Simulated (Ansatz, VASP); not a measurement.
## Two plane-wave programs on SiNi3

```
Si Ni
1.0
     3.50626    0.00000    0.00000
     0.00000    3.50626    0.00000
     0.00000    0.00000    3.50626
Si Ni
1 3
Cartesian
  0.0000 0.0000 0.0000
  0.0000 1.7531 1.7531
  1.7531 0.0000 1.7531
  1.7531 1.7531 0.0000
```

Alike in both runs: functional PBE; k mesh 12 × 12 × 12; occupations gaussian, width 0.1 eV; no spin polarisation.

Ansatz relaxed the structure, and its values are those at the end. VASP's run is a single point on that final structure, the one shown.

|  | VASP | Ansatz |
| --- | --- | --- |
| version | VASP 6.6.1 | Ansatz 0.2.0 |
| potentials or method | VASP PAW PBE potentials, release 64 (Si, Ni) | scalar-relativistic, plane waves, PAW |
| plane-wave cutoff (eV) | 520 | 420 |
| valence electrons in the cell | 34 | 58 |

|  | VASP | Ansatz | Ansatz less VASP |
| --- | --- | --- | --- |
| gap on the k mesh at the Fermi level (eV) | none | none | - |
| pressure (GPa) | 0.1 | 0.0 | -0.08 |

A gap of «none» marks a metal or a gap that the smearing closes. The two sets of potentials don't hold the same shells in valence.

Spin polarisation is off, so any magnetic state and its effect on volume and gap are missing.
